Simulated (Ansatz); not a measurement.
# Ta2N (P1) in Ansatz: convergence with wavefunction cutoff

Aim: find how far wavefunction cutoff must go before the results for Ta2N settle, at PBEsol+U. This setting moves, with any that are tied to it; all else stays.

Everything below comes from runs of Ansatz 0.2.0. Logs are shortened: lines on timing, memory, paths and dates and some standing lists are left out, and cuts for length are marked.

## (1) The cell of the first run

The typed cell holds 3 atoms: a = 3.113 Å, b = 3.113 Å, c = 4.870 Å, α = 90.00°, β = 90.00°, γ = 120.00°.

The cell comes from a database or a generator and needn't be the stable form of this composition.

The cell isn't the ideal one: atoms moved at random, drawn with an rms of 0.05 Å.

## (2) With wavefunction cutoff 200 eV

The input, input.yaml:

```yaml
crystal:
  lattice:
    - [3.112861506, 0.0, 0.0]
    - [-1.556430753, 2.6958171426, 0.0]
    - [0.0, 0.0, 4.869841]
  atoms:
    - { symbol: Ta, position: [0.324603, 0.653424, 0.251293] }
    - { symbol: Ta, position: [0.690688, 0.342229, 0.743211] }
    - { symbol: "N", position: [-0.001655, 0.005883, 0.003957] }
hamiltonian:
  xc: pbesol
  pseudopotentials: { kind: paw }
  hubbard: { sites: [{ species: Ta, l: d, u_eff: 3.5 }] }
kpoints:
  mp_grid: { grid: [7, 7, 4] }
scf:
  occupations: { method: cold, width: 0.1 }
output:
  forces: true
  stress: true
  eigenvalues: true
basis:
  ecutwfc: "200 eV"
```

Potentials or basis: Ansatz PAW.

Started as:

```
ansatz run input.yaml --threads 2 --pin off --max-ram 5632MiB --backend cpu --events-out ev --progress --plain --runs-dir out
```

It took 10 s on 2 threads of Intel Xeon at 2.50GHz (Skylake/Cascade Lake), shared host; peak memory 0.34 GiB.

What came out:

- Free energy: -19980.4310 eV
- Pressure: -3.7 GPa
- Largest force: 0.840 eV/Å
- Band gap on the k mesh: none (metal or under the smearing width)

## (3) With wavefunction cutoff 250 eV

input.yaml, as its differences from that of step 2:

```diff
@@ -22,2 +22,2 @@
 basis:
-  ecutwfc: "200 eV"
+  ecutwfc: "250 eV"
```

Potentials or basis: Ansatz PAW.

Started as:

```
ansatz run input.yaml --threads 2 --pin off --max-ram 5632MiB --backend cpu --events-out ev --progress --plain --runs-dir out
```

Run time: 10 s. Hardware: 2 threads of Intel Xeon at 2.50GHz (Skylake/Cascade Lake), shared host; peak memory 0.36 GiB.

Results:

- Free energy: -19984.6254 eV
- Pressure: -7.3 GPa
- Largest force: 0.642 eV/Å
- Band gap on the k mesh: none (metal or under the smearing width)

## (4) With wavefunction cutoff 300 eV

input.yaml, as its differences from that of step 3:

```diff
@@ -22,2 +22,2 @@
 basis:
-  ecutwfc: "250 eV"
+  ecutwfc: "300 eV"
```

Started as:

```
ansatz run input.yaml --threads 2 --pin off --max-ram 5632MiB --backend cpu --events-out ev --progress --plain --runs-dir out
```

Run time: 12 s. Hardware: 2 threads of Intel Xeon at 2.50GHz (Skylake/Cascade Lake), shared host; peak memory 0.38 GiB.

Results:

```
Free energy            : -19985.5869 eV
Pressure               : -6.0 GPa
Largest force          : 0.651 eV/Å
Band gap on the k mesh : none (metal or under the smearing width)
```

## (5) With wavefunction cutoff 350 eV

input.yaml, as its differences from that of step 4:

```diff
@@ -22,2 +22,2 @@
 basis:
-  ecutwfc: "300 eV"
+  ecutwfc: "350 eV"
```

Started as:

```
ansatz run input.yaml --threads 2 --pin off --max-ram 5632MiB --backend cpu --events-out ev --progress --plain --runs-dir out
```

Run time: 13 s. Hardware: 2 threads of Intel Xeon at 2.50GHz (Skylake/Cascade Lake), shared host; peak memory 0.4 GiB.

Results:

```yaml
Free_energy: -19985.8225 eV
Pressure: -6.2 GPa
Largest_force: 0.657 eV/Å
Band_gap_on_the_k_mesh: none (metal or under the smearing width)
```

## (6) With wavefunction cutoff 400 eV

input.yaml, as its differences from that of step 5:

```diff
@@ -22,2 +22,2 @@
 basis:
-  ecutwfc: "350 eV"
+  ecutwfc: "400 eV"
```

Potentials or basis: Ansatz PAW.

Started as:

```
ansatz run input.yaml --threads 2 --pin off --max-ram 5632MiB --backend cpu --events-out ev --progress --plain --runs-dir out
```

It took 13 s on 2 threads of Intel Xeon at 2.50GHz (Skylake/Cascade Lake), shared host; peak memory 0.45 GiB.

The run converged. Its results:

```yaml
Free_energy: -19985.8818 eV
Pressure: -6.1 GPa
Largest_force: 0.659 eV/Å
Band_gap_on_the_k_mesh: none (metal or under the smearing width)
```

## (7) With wavefunction cutoff 450 eV

input.yaml, as its differences from that of step 6:

```diff
@@ -22,2 +22,2 @@
 basis:
-  ecutwfc: "400 eV"
+  ecutwfc: "450 eV"
```

Started as:

```
ansatz run input.yaml --threads 2 --pin off --max-ram 5632MiB --backend cpu --events-out ev --progress --plain --runs-dir out
```

Run time: 15 s. Hardware: 2 threads of Intel Xeon at 2.50GHz (Skylake/Cascade Lake), shared host; peak memory 0.47 GiB.

Results (log left out):

```
Free energy            : -19985.8940 eV
Pressure               : -6.1 GPa
Largest force          : 0.659 eV/Å
Band gap on the k mesh : none (metal or under the smearing width)
```

## (8) With wavefunction cutoff 500 eV

input.yaml, as its differences from that of step 7:

```diff
@@ -22,2 +22,2 @@
 basis:
-  ecutwfc: "450 eV"
+  ecutwfc: "500 eV"
```

Started as:

```
ansatz run input.yaml --threads 2 --pin off --max-ram 5632MiB --backend cpu --events-out ev --progress --plain --runs-dir out
```

Wall time 16 s (2 threads of Intel Xeon at 2.50GHz (Skylake/Cascade Lake), shared host); peak memory 0.5 GiB.

Results (log left out):

* Free energy: -19985.8952 eV
* Pressure: -6.1 GPa
* Largest force: 0.659 eV/Å
* Band gap on the k mesh: none (metal or under the smearing width)

## (9) With wavefunction cutoff 600 eV

input.yaml, as its differences from that of step 8:

```diff
@@ -22,2 +22,2 @@
 basis:
-  ecutwfc: "500 eV"
+  ecutwfc: "600 eV"
```

Potentials or basis: Ansatz PAW.

Started as:

```
ansatz run input.yaml --threads 2 --pin off --max-ram 5632MiB --backend cpu --events-out ev --progress --plain --runs-dir out
```

Wall time 20 s (2 threads of Intel Xeon at 2.50GHz (Skylake/Cascade Lake), shared host); peak memory 0.54 GiB.

It converged, with:

```
Free energy            : -19985.8960 eV
Pressure               : -6.1 GPa
Largest force          : 0.659 eV/Å
Band gap on the k mesh : none (metal or under the smearing width)
```

## (10) With wavefunction cutoff 800 eV

input.yaml, as its differences from that of step 9:

```diff
@@ -22,2 +22,2 @@
 basis:
-  ecutwfc: "600 eV"
+  ecutwfc: "800 eV"
```

Potentials or basis: Ansatz PAW.

Started as:

```
ansatz run input.yaml --threads 2 --pin off --max-ram 5632MiB --backend cpu --events-out ev --progress --plain --runs-dir out
```

What it wrote:

```text
Warning: RAYON_NUM_THREADS=2 ignored (pool sized by the plan → 2); use --threads N
Ta: projections on atomic orbitals take those of the free atom [Kr 4d10 4f14] 5s2 5p6 5d3 6s2, of charge +0.00 (hamiltonian.pseudopotentials.projection_atoms); the dataset's partial waves leave at most 6.0e-5 of an orbital's norm unspanned inside its sphere
N: projections on atomic orbitals take those of the free atom [He] 2s2 2p3, of charge +0.00 (hamiltonian.pseudopotentials.projection_atoms); the dataset's partial waves leave at most 9.3e-9 of an orbital's norm unspanned inside its sphere
Engine: ansatz 0.2.0, x86_64-unknown-linux-gnu
Pseudopotentials: kind: paw
Pseudopotential: Ta, paw, valence charge 13, recommended cutoff 420 eV (normal), Ta.paw.azcp
Pseudopotential: N, paw, valence charge 5, recommended cutoff 420 eV (normal), N.paw.azcp
Functional definition: PBEsol
  exchange = pbesol_x
  correlation = pbesol_c
Crystal: 3 atoms, lattice volume = 40.866 Å³
Basis set: ecut = 800 eV, 2093 PW (Γ), exchange–correlation on 60×60×90 points (8 copies of the dense FFT grid, shifted against one another)
Bands: 20, of which v1, the nominal top of the filled ones, is band 16 counted from 1 (15 counted from 0)
Symmetry: 1 space group operations
Space group: P1 (ITA 1), of the structure as read, at distance tolerance 3.4e-5 Å
k-points: 99 of 196 (time reversal used)
Non-local potential: Ta, projectors of the file, l = 0: 3, l = 1: 2, l = 2: 2, l = 3: 1
Non-local potential: N, projectors of the file, l = 0: 2, l = 1: 2, l = 2: 1
PAW form: soft (Blöchl's): semilocal exchange-correlation on the pseudo side does not see the compensation charge
PAW frozen core: Ta, regenerated for the run's functional, and the local potential with it (the file was generated under x = pbe(κ = 0.804, μ = 0.2195149727645171), c = pbe(β = 0.06672455060314922))
PAW frozen core: N, regenerated for the run's functional, and the local potential with it (the file was generated under x = pbe(κ = 0.804, μ = 0.2195149727645171), c = pbe(β = 0.06672455060314922))
PAW one-centre angular grid: Ta, 590 points (default); XC on 64 Gauss nodes
PAW one-centre angular grid: N, 110 points (default); XC on 64 Gauss nodes
Initial density: superposition of atomic densities (chi_scale 0.1, normalization cell, long waves of neutral atoms under a Hubbard term (reshape's long-wave potential 0.06 eV rms, cloud 2.41 Å wide))
Initial wavefunctions: pseudopotential atomic-orbital guess
Functional: x = pbesol(κ = 0.804, μ = 0.12345679012345678), c = pbesol(β = 0.046)
SCF iter   1: F=—  HF=-19986.356850 eV  |F-HF|=—  |Δ(HF+E_count)|=         —  Δρ=5.51e-2  dr2=2.93e0  ethr=3.10e-3  ⟨swp⟩=5.4  Hψ=8438  notcnv=0
preconditioner: auto → Kerker (q_TF=auto, 2.605 Å⁻¹)  [metal: Δε(μ)=0.057 eV  Ē_g=8.430 eV  σ=0.100 eV  W_gap=0.36  n_scr=10 (ndim 8)  ℏωp=22.5 eV  f_vac=0.000  D(μ)=0.89/eV (n_scr^D=2)]
SCF iter   2: F=—  HF=-19986.147877 eV  |F-HF|=—  |Δ(HF+E_count)|=   2.09e-1  S|Δr|=    0.00e0  Δρ=3.45e-2  dr2=1.32e0  ethr=3.10e-3  ⟨swp⟩=2.0  Hψ=3238  notcnv=0  defer=33
SCF iter   3: F=—  HF=-19985.901215 eV  |F-HF|=—  |Δ(HF+E_count)|=   2.47e-1  S|Δr|=    0.00e0  Δρ=7.16e-3  dr2=2.78e-2  ethr=3.10e-3  ⟨swp⟩=3.1  Hψ=3320  notcnv=0  defer=33
SCF iter   4: F=—  HF=-19985.897784 eV  |F-HF|=—  |Δ(HF+E_count)|=   3.43e-3  S|Δr|=    0.00e0  Δρ=3.49e-3  dr2=7.26e-3  ethr=8.97e-5  ⟨swp⟩=2.0  Hψ=3797  notcnv=0  defer=32
SCF iter   5: F=—  HF=-19985.896530 eV  |F-HF|=—  |Δ(HF+E_count)|=   1.25e-3  S|Δr|=    0.00e0  Δρ=1.02e-3  dr2=3.12e-4  ethr=2.34e-5  ⟨swp⟩=2.0  Hψ=2650  notcnv=0  defer=32
SCF iter   6: F=—  HF=-19985.896514 eV  |F-HF|=—  |Δ(HF+E_count)|=   1.65e-5  S|Δr|=    0.00e0  Δρ=2.21e-4  dr2=1.51e-5  ethr=1.01e-6  ⟨swp⟩=2.0  Hψ=2677  notcnv=0  defer=32
SCF iter   7: F=—  HF=-19985.896520 eV  |F-HF|=—  |Δ(HF+E_count)|=   5.86e-6  S|Δr|=    0.00e0  Δρ=6.72e-5  dr2=2.09e-6  ethr=4.88e-8  ⟨swp⟩=2.6  Hψ=2704  notcnv=0  defer=32
SCF iter   8: F=—  HF=-19985.896520 eV  |F-HF|=—  |Δ(HF+E_count)|=   1.35e-7  S|Δr|=    0.00e0  Δρ=2.45e-5  dr2=5.36e-7  ethr=6.73e-9  ⟨swp⟩=2.0  Hψ=2525  notcnv=0  defer=31
SCF iter   9: F=-19985.896520 eV  HF=-19985.896520 eV  |F-HF|=6.16e-9  |Δ(HF+E_count)|=   2.67e-8  S|Δr|=    0.00e0  Δρ=6.18e-6  dr2=1.33e-8  ethr=3.23e-10  ⟨swp⟩=6.1  Hψ=8559  notcnv=0
SCF 1 converged in 9 iterations: F = -19985.896520 eV  dr2 = 1.33e-8
SCF converged after 9 iterations
Stability not checked: this state was not tested for a lower state beside it, because cold or Methfessel-Paxton smearing, or corrected tetrahedra, fill the levels in a way that the test cannot read (fill_not_monotonic; see scf.lower_state_search)
Free energy (F): -19985.896520 eV
Harris-Foulkes:  -19985.896520 eV  (|F-HF|=6.16e-9)
Internal energy: -19985.896928 eV  (E = F + TS)
E sigma→0 (E₀):  -19985.896656 eV
Entropy (-TS):   0.000408 eV (0.136 meV/atom)
Fermi energy:    19.756423 eV
Step filling:    the computed levels leave a gap of 0.0312 eV = 0.3 smearing widths at the electron count; against every level under it full and every level over it empty, smearing changes F+E_penalty+E_count by +0.151 meV and its σ→0 estimate by +0.015 meV
--- Per-component energies (eV) ---
  E_band       = -182.412743
  E_kinetic    = 862.874291
  E_local      = -1257.311053  (includes V_loc(G=0)·N_el)
  E_nonlocal   = 78.750471
  E_hartree    = 432.180064
  E_xc         = -494.184512
  E_vxc        = -484.545527  (∫ρ·V_xc dr)
  E_hubbard    = 8.291893  (on-site DFT+U / exact-exchange correction)
  E_vhub       = 2.950667  (the Hubbard potential's part of the band-sum identity)
  E_paw        = -16667.376347  (= ΣΔE_a)
  E_vpaw       = -249.491642  (= ΣTr[D̂ρ^β])
  E_aug_tail   = -0.000000  (compensation charges beyond the density's cutoff)
  E_ewald      = -2949.577125
  E_core_change = 0.455392  (= ΣΔE_core)
  E_smearing   = 0.000408  (= −TS)
  E_closure    = 0.000000  (closes the sum)
  Σ components = -19985.896520   (vs F -19985.896520, Δ=0.00e0)
--- Forces (eV/Å), atoms counted from 1 ---
  atom   1  Ta    -0.05151720     0.31044260     0.12155422
  atom   2  Ta    -0.34706911     0.03521424     0.27269164
  atom   3  N      0.39858793    -0.34566387    -0.39421115
  max |Σ_I F_I| component: 3.47e-5 eV/Å
--- Stress (GPa, compression-positive) ---
       -7.336606      -0.184059       0.542641
       -0.184059      -6.099082       1.027850
        0.542642       1.027850      -5.013410
  P = ⅓ Tr σ = -6.1497 GPa (-61.497 kbar)
--- Band table (eV; the first three rows and the last of 99) ---
  k-point 0: bands = ["-49.2217", "-49.1383", "-16.2448", "-15.5502", "-15.5213", "-15.4235", "-15.3894", "-15.2776", "2.2116", "11.1598", "13.5600", "13.6487", "14.4874", "18.7985", "19.3782", "19.6402", "19.8500", "20.0646", "20.3543", "20.7923"]
  k-point 1: bands = ["-49.2103", "-49.1508", "-16.1133", "-15.5324", "-15.5088", "-15.4362", "-15.4250", "-15.4092", "2.3259", "10.7899", "13.4630", "13.5816", "15.2594", "18.0423", "18.9514", "19.0825", "20.4483", "20.7601", "21.0183", "21.6845"]
  k-point 2: bands = ["-49.1851", "-49.1770", "-15.8194", "-15.7433", "-15.4975", "-15.4800", "-15.4608", "-15.4419", "2.4444", "10.4735", "13.3722", "13.5198", "16.6876", "16.8719", "18.6282", "18.7064", "21.2465", "21.3278", "21.9740", "22.2009"]
  k-point 98: bands = ["-49.1567", "-49.1361", "-16.1126", "-15.9664", "-15.7233", "-15.6680", "-15.5748", "-15.4412", "3.0660", "11.7479", "12.8808", "13.0405", "16.3038", "16.8287", "17.7281", "19.1012", "21.3396", "22.3238", "22.8439", "23.3706"]
Occupation matrices written to <dir>
```

occupation_matrices:

```text
# The occupation matrices of the corrected shells as a run of Ansatz 0.0.0 ended. An entry of
# hamiltonian.hubbard.sites starts from them by `starting_ns: <path of this file>`, where that key's refused
# combinations let it.
# Free energy -19985.896520 eV.
# projection_atom_Ta: [Kr 4d10 4f14] 5s2 5p6 5d3 6s2
[... 25 lines left out ...]
  site1_d:
    matrix:
      - [0.44414944439085907, 0.004109971642726353, -0.005064430746884603, 0.0074710222981443156, 0.003377716493574601]
      - [0.004109971642726353, 0.36967335846893057, 0.007389182815485998, 0.0004966891964889076, -0.0029804389348955834]
      - [-0.005064430746884603, 0.007389182815485998, 0.35807285285075224, -0.0029721637233510673, -0.00294323658490474]
      - [0.0074710222981443156, 0.0004966891964889076, -0.0029721637233510673, 0.38590887890058984, -0.008477326692241566]
      - [0.003377716493574601, -0.0029804389348955834, -0.00294323658490474, -0.008477326692241566, 0.3919654848547364]
```

Wall time 30 s (2 threads of Intel Xeon at 2.50GHz (Skylake/Cascade Lake), shared host); peak memory 0.56 GiB.

What came out:

| Property | Result |
| --- | --- |
| Free energy | -19985.8965 eV |
| Pressure | -6.1 GPa |
| Largest force | 0.659 eV/Å |
| Band gap on the k mesh | none (metal or under the smearing width) |

## (11) Result

| wavefunction cutoff | energy less the tightest run, at zero smearing (meV/atom) | pressure (GPa) | largest force (eV/Å) | SCF cycles | CPU time (s) | peak memory (GiB) |
| --- | --- | --- | --- | --- | --- | --- |
| 200 eV | 1821.91 | -3.72 | 0.840 | 9 | 17 | 0.34 |
| 250 eV | 423.73 | -7.30 | 0.642 | 9 | 19 | 0.36 |
| 300 eV | 103.21 | -6.03 | 0.651 | 9 | 20 | 0.38 |
| 350 eV | 24.67 | -6.16 | 0.657 | 9 | 24 | 0.4 |
| 400 eV | 4.89 | -6.14 | 0.659 | 9 | 25 | 0.45 |
| 450 eV | 0.85 | -6.15 | 0.659 | 9 | 28 | 0.47 |
| 500 eV | 0.43 | -6.15 | 0.659 | 9 | 29 | 0.5 |
| 600 eV | 0.18 | -6.15 | 0.659 | 9 | 37 | 0.54 |
| 800 eV | 0.00 | -6.15 | 0.659 | 9 | 50 | 0.56 |

Against the tightest run, the energy stays within 1 meV/atom from 450 eV on; the pressure stays within 0.1 GPa from 350 eV on; the largest force stays within 0.005 eV/Å from 350 eV on. The tightest run that finished is the yardstick and may itself not be fully converged.

Caveats: U without spin polarisation on a metal has little footing; the PAW data sets come from PBE, with cores solved anew for the run's functional, which leaves a small shift of forces and pressure.
